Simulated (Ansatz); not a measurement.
Here is an Ansatz 0.2.0 calculation.

The input input.yaml:

```yaml
crystal:
  lattice:
    - [0.0, 3.10300365, 3.10300365]
    - [3.10300365, 0.0, 3.10300365]
    - [3.10300365, 3.10300365, 0.0]
  atoms:
    - { symbol: Ti, position: [0.0, 0.0, 0.0] }
    - { symbol: Se, position: [0.25, 0.25, 0.25] }
hamiltonian:
  xc: r2scan
  pseudopotentials: { kind: paw }
  hubbard: { sites: [{ species: Ti, l: d, u_eff: 4.0 }] }
kpoints:
  mp_grid: { grid: [8, 8, 8] }
scf:
  occupations: { method: fermi_dirac, width: 0.05 }
  n_extra_bands: 6
output:
  forces: true
  stress: true
  eigenvalues: true
  dos: { projected: true, de: 0.05, nscf_kmesh: { grid: [12, 12, 12] } }
  write_density: true
  write_potential: true
  elf: true
  volumetric_format: npy
```

Potentials or basis: Ansatz PAW.

Command:

```bash
$ ansatz run input.yaml --threads 2 --pin off --max-ram 5632MiB --backend cpu --events-out ev --progress --plain --runs-dir out
```

Question: What does it give for the pressure?

Answer: -8.0 GPa.

Question: Predict the density of states at the Fermi level.

Answer: 3.82 states/eV per cell.

Question: What does it give for the band gap on the k mesh?

Answer: None (metal or under the smearing width).

Eigenvalues of the final occupation matrices:
```tsv
site	spin	trace	eigenvalues
site 1	1	1.30	0.04 0.04 0.40 0.40 0.40
```

Caveat: U without spin polarisation on a metal has little footing; the PAW data sets come from PBE, with cores solved anew for the run's functional, which leaves a small shift of forces and pressure.
